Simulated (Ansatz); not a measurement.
## Ionic part of the dielectric constant of RbBr, mode by mode

Level of theory: Ansatz 0.2.0, DFT PBEsol, scalar-relativistic, plane waves, PAW. Settings: 420 eV plane-wave cutoff, Γ-centred 6×6×6 mesh, fixed occupations. No spin polarisation. Phonons by linear response, acoustic sum rule imposed.

Symmetry: Fm-3m, No. 225, cubic system. The conventional cell has a = 6.897 Å, b = 6.897 Å, c = 6.897 Å, α = 90.00°, β = 90.00°, γ = 90.00°. Around Rb (site symmetry m-3m) lie 6 Br at 3.45 Å. Br (site symmetry m-3m) is surrounded by 6 Rb at 3.45 Å.

The cell is the ideal cubic rocksalt prototype.

The primitive cell has V = 82.01 Å³ and ε∞,xx = 2.557. Each polar mode adds Δε = (4.92064×10⁷/V)·S/ν² along x, with S its oscillator strength in e²/amu, ν in cm⁻¹ and V in Å³.

Task: From these modes, find each Δε and ε0,xx.
| ν (cm⁻¹) | S_xx (e²/amu) |
| --- | --- |
| 80.3 | 0.03257 |

Result:
| ν (cm⁻¹) | Δε |
| --- | --- |
| 80.3 | 3.03 |

The sum is 3.027, so ε0,xx = 5.58; the run's tensor has 5.58.

Task: Where do the longitudinal modes lie for a wave vector along x?

Result: At 119 cm⁻¹. The Lyddane–Sachs–Teller product Π(ν_LO/ν_TO)² = 2.18 matches ε0/ε∞ = 2.18.

Cost: 1 run of about 0.15 core-minutes, on Intel Xeon 6975P-C (Granite Rapids) (shared hosts).